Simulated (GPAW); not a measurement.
# Si (I4/mmm) in GPAW: equation of state with r2SCAN

Aim: the equation of state of Si with r2SCAN.

Everything below comes from runs of GPAW 26.7.0. Logs are shortened: lines on timing, memory, paths and dates and some standing lists are left out, and cuts for length are marked. The log counts tension as positive stress, the text compression.

## 1. The structure

It takes space group I4/mmm (No. 139, tetragonal). Conventional cell: a = 3.254 Å, b = 3.254 Å, c = 2.641 Å, α = 90.00°, β = 90.00°, γ = 90.00°. Si (site symmetry 4/mmm) is surrounded by 10 Si at 2.64 to 2.65 Å.

This isn't the form of Si at room conditions, which is diamond.

## 2. Equation of state, r2SCAN

Input file run.py:

```python
from ase import Atoms
from ase.eos import EquationOfState
from ase.io import Trajectory
from ase.units import GPa
from gpaw import GPAW, PW

atoms = Atoms(['Si'],
              cell=[[-1.62691493, 1.62691493, 1.32032985],
                    [1.62691493, -1.62691493, 1.32032985],
                    [1.62691493, 1.62691493, -1.32032985]],
              scaled_positions=[[0.0, 0.0, 0.0]],
              pbc=True)

traj = Trajectory('eos.traj', 'w')
volumes, energies = [], []
for x in [0.94, 0.96, 0.98, 1.0, 1.02, 1.04, 1.06]:
    a = atoms.copy()
    a.set_cell(atoms.cell * x**(1 / 3), scale_atoms=True)
    calc = GPAW(mode=PW(600),
                xc='MGGA_X_R2SCAN+MGGA_C_R2SCAN',
                kpts={'size': (13, 13, 13), 'gamma': True},
                occupations={'name': 'fermi-dirac', 'width': 0.05},
                nbands=8,
                convergence={'density': 1e-05, 'energy': 1e-05},
                maxiter=150,
                txt=f'eos-{x:.2f}.txt')
    a.calc = calc
    energies.append(a.get_potential_energy(force_consistent=True))
    volumes.append(a.get_volume())
    p = -a.get_stress()[:3].mean() / GPa
    calc.write(f'eos-{x:.2f}.gpw')
    traj.write(a)
    print(f'{x:.2f} {volumes[-1]:10.4f} A^3 {energies[-1]:14.6f} eV {p:9.3f} GPa', flush=True)

v0, e0, B = EquationOfState(volumes, energies, eos='birchmurnaghan').fit()
print(f'V0 = {v0:.4f} A^3, E0 = {e0:.6f} eV, B0 = {B / GPa:.2f} GPa')
```

Potentials or basis: GPAW PAW data sets (gpaw-data 1.2.1), pw.

Started as:

```sh
$ OMP_NUM_THREADS=1 python run.py
```

What it wrote:

```text
__  _  _
 | _ |_)|_||  |
 |__||  | ||/\| - 26.7.0

Input parameters:
  mode=PW(ecut=600.0),
  convergence={'density': 1e-05, 'energy': 1e-05},
  kpts=MonkhorstPack(size=(13, 13, 13), gamma=True),
  maxiter=150,
  nbands=8,
  occupations=Occupations(name='fermi-dirac', width=0.05),
  xc=XC(name='MGGA_X_R2SCAN+MGGA_C_R2SCAN')

Diagonalizing LCAO Hamiltonian
Converting LCAO to pw mode

       Si

Atoms  # Å, Bohr magnetons
|   | symbol |        x |        y |        z |    initial magnetic moments |
|---|--------|----------|----------|----------|-----------------------------|
| 0 |     Si | 0.000000 | 0.000000 | 0.000000 | ( 0.0000,  0.0000,  0.0000) |

Unit cell  # Å
| periodic |         x |         y |         z |  lengths |     angles |
|----------|-----------|-----------|-----------|----------|------------|
|      yes | -1.593703 |  1.593703 |  1.293377 | 2.598577 | 104.343234 |
|      yes |  1.593703 | -1.593703 |  1.293377 | 2.598577 | 104.343234 |
|      yes |  1.593703 |  1.593703 | -1.293377 | 2.598577 | 120.300802 |

Number of symmetries: 16
Symmetry operations  # r_c * U_cc + t_c -> r_c
|    | kind |            matrix            |
|----|------|------------------------------|
|  0 |  σ   |  1, 1, 1,  0, 0,-1,  0,-1, 0 |
|  1 |  C4  |  1, 1, 1,  0, 0,-1, -1, 0, 0 |
|  2 |  E   |  1, 0, 0,  0, 1, 0,  0, 0, 1 |
|  3 |  σ   |  1, 0, 0,  0, 1, 0, -1,-1,-1 |
|  4 |  σ   |  0, 1, 0,  1, 0, 0,  0, 0, 1 |
|  5 |  C2  |  0, 1, 0,  1, 0, 0, -1,-1,-1 |
|  6 |  C2  |  0, 0, 1, -1,-1,-1,  1, 0, 0 |
|  7 |  S4  |  0, 0, 1, -1,-1,-1,  0, 1, 0 |
|  8 |  C4  |  0, 0,-1,  1, 1, 1,  0,-1, 0 |
|  9 |  σ   |  0, 0,-1,  1, 1, 1, -1, 0, 0 |
| 10 |  σ   |  0,-1, 0, -1, 0, 0,  1, 1, 1 |
| 11 |  C2  |  0,-1, 0, -1, 0, 0,  0, 0,-1 |
| 12 |  C2  | -1, 0, 0,  0,-1, 0,  1, 1, 1 |
| 13 |  i   | -1, 0, 0,  0,-1, 0,  0, 0,-1 |
| 14 |  S4  | -1,-1,-1,  0, 0, 1,  1, 0, 0 |
| 15 |  C2  | -1,-1,-1,  0, 0, 1,  0, 1, 0 |

BZ-sampling:
  Number of BZ points: 2197
  Number of IBZ points: 196

  Monkhorst-Pack size: [13, 13, 13]
  Monkhorst-Pack shift: [0, 0, 0]

K-points  # in reciprocal-cell coordinates
|     |                                coordinates |     weight |
|-----|--------------------------------------------|------------|
|   0 | (  0.00000000,   0.00000000,   0.00000000) | 0.00045517 |
|   1 | (  0.07692308,  -0.07692308,   0.00000000) | 0.00182066 |
|   2 | (  0.07692308,  -0.07692308,   0.07692308) | 0.00182066 |
|   3 | (  0.07692308,   0.00000000,   0.00000000) | 0.00364133 |
|   4 | (  0.07692308,   0.07692308,  -0.07692308) | 0.00091033 |
|   5 | (  0.15384615,  -0.15384615,   0.00000000) | 0.00182066 |
|   6 | (  0.15384615,  -0.15384615,   0.07692308) | 0.00364133 |
|   7 | (  0.15384615,  -0.15384615,   0.15384615) | 0.00182066 |
|   8 | (  0.15384615,  -0.07692308,   0.00000000) | 0.00728266 |
|   9 | (  0.15384615,  -0.07692308,   0.07692308) | 0.00364133 |
| ... |                                            |            |
| 195 | (  0.46153846,   0.46153846,   0.46153846) | 0.00364133 |

Plane wave coefficients: 453
Cutoff: 600.0 eV

Spin-components: 1 (collinear spins)
Bands:           8
Projectors:      5
Spin-degeneracy: 2
Datatype:        complex128

Parallelization:
  kpt:    1
  domain: 1
  band:   1

Density:
  Valence electrons: 4.0
  Components: 1
  Grid points: [15 15 15]
  Charge: 0.0  # |e|

Potential:
  Grid points: [15 15 15]

species:
  Si:
    name:    Silicon
    Z:       14.0
    valence: 4
    core:    10
    charge:  0.0  # [|e|]
    compensation charges:
      type: gauss
      rc: 0.33  # [Å]
      lmax: 2
    cutoffs:
      filter: 1.86  # [Å]
      core: 2.06  # [Å]
    projectors
    | kind |    occ | energy [eV] | rcut [Å] |
    |------|--------|-------------|----------|
    |   3s |  2.000 |     -10.812 |    1.058 |
    |   3p |  2.000 |      -4.081 |    1.058 |
    |    s |        |      16.399 |    1.058 |
    |    p |        |      23.130 |    1.058 |
    |    d |        |       0.000 |    1.058 |

    Using partial waves for Si as LCAO basis

Reference energy: -7886.344250  # eV

eigensolver:
  PPCG
  Converge bands: occupied
  niter=2

density mixing:
  MSR1-Mixer
  Pratt-step length: 0.05
  Maximum mixing coefficient: 0.75
  Old densities: 10
  SVD Regularization: 0.005
  Good broyden scale: 1.0
  Trust region scale: 1.0
  Backstep threshold: 4.0
  History deletion threshold: 6.0
  Fourier metric: weight=20.0, sigma=0.015

occupation numbers:
  Fermi-Dirac:
    width: 0.0500  # eV

poisson solver:
  ecut: 4800.0  # eV

xc functional:
  name: MGGA_X_R2SCAN+MGGA_C_R2SCAN with 2 nearest neighbor stencil

convergence criteria:
- Maximum integral of absolute [dens]ity change: 1e-05 electrons / valence electron
- Maximum [total energy] change in last 3 cyles: 1e-05 eV / valence electron
- Maximum integral of absolute [eigenst]ate change: 4e-08 eV^2 / valence electron
maximum number of iterations: 150

SCF iterations
|iter     | |      energy | eigst |  dens |
|---------|-|-------------|-------|-------|
|iter:   1| |   -8.382073 | +0.09 |       |
|iter:   2| |   -7.920399 | -1.68 | -1.19 |
|iter:   3| |-1310.856033 | +3.01 | -1.15 |
|iter:   4| |   -6.758566 | +2.50 | +1.04 |
|iter:   5| |   -7.940445 | -0.71 | -1.58 |
|iter:   6| |   -7.942865 | -3.77 | -1.40 |
|iter:   7| |   -7.941821 | -3.88 | -1.79 |
|iter:   8| |   -7.941723 | -3.98 | -1.93 |
|iter:   9| |   -7.941726 | -6.54 | -3.38 |
|iter:  10| |   -7.941727c| -6.21 | -3.49 |
|iter:  11| |   -7.941727c| -8.63c| -3.69 |
|iter:  12| |   -7.941727c| -9.11c| -3.94 |
|iter:  13| |   -7.941727c| -7.77c| -4.21 |
|iter:  14| |   -7.941727c| -8.27c| -4.47 |
|iter:  15| |   -7.941727c| -8.12c| -4.73 |
|iter:  16| |   -7.941727c| -9.37c| -6.64c|

Converged in 16 steps
Energy contributions relative to reference atoms: (reference = -7886.344250)

Energy contributions:
  Kinetic:           3.399665
  Coulomb:          -0.940625
  Zero:             -0.033193
  External:          0.000000
  Xc:              -10.365315
  Entropy:          -0.004519
  Spinorbit:         0.000000
  ----------------------------
  Free energy:      -7.943987
  Extrapolated:     -7.941727

dipole moment: (-3.462554, -3.462554, -2.810051)  # |e|*Ang

Fermi level: 10.670
Eigenvalues  # (at kpt = [0.000, 0.000, 0.000])
| band index |      eig [eV] | occ [0-2] |
|------------|---------------|-----------|
|          0 |        -5.599 |     2.000 |
|          1 |        20.929 |     0.000 |
|          2 |        22.278 |     0.000 |
|          3 |        22.278 |     0.000 |
|          4 |        24.870 |     0.000 |
|          5 |        26.847 |     0.000 |
|          6 |        27.303 |     0.000 |
|          7 |        27.303 |     0.000 |

No gap
No difference between direct/indirect transitions

Stress tensor  # eV/Ang^3
|         x |         y |         z |
|-----------|-----------|-----------|
| -0.056166 |  0.000000 |  0.000000 |
|  0.000000 | -0.056166 |  0.000000 |
|  0.000000 |  0.000000 | -0.029004 |

# Writing to eos-0.94.gpw (mode='')
```

Run time: 6.8 min. Hardware: 1 thread of Arm Neoverse V1, shared host; peak memory 0.35 GiB.

Results:

- Equilibrium volume: 14.07 Å³/atom (rough: see the caveat)
- Bulk modulus at fixed shape and positions: 93 GPa (rough)

Energy against volume, from the lowest point:
```csv
volume (Å³/atom),energy (meV/atom)
13.140,20.17
13.420,9.30
13.699,2.74
13.979,0.00
14.258,0.54
14.538,4.10
14.818,10.36
```

Caveat: the points scatter about the fit; the cell was scaled at fixed shape and fractional positions, which overstates the stiffness of a crystal with free parameters, most of all of layers and chains; the PAW data sets were made with another functional, which shifts forces and pressure a little.
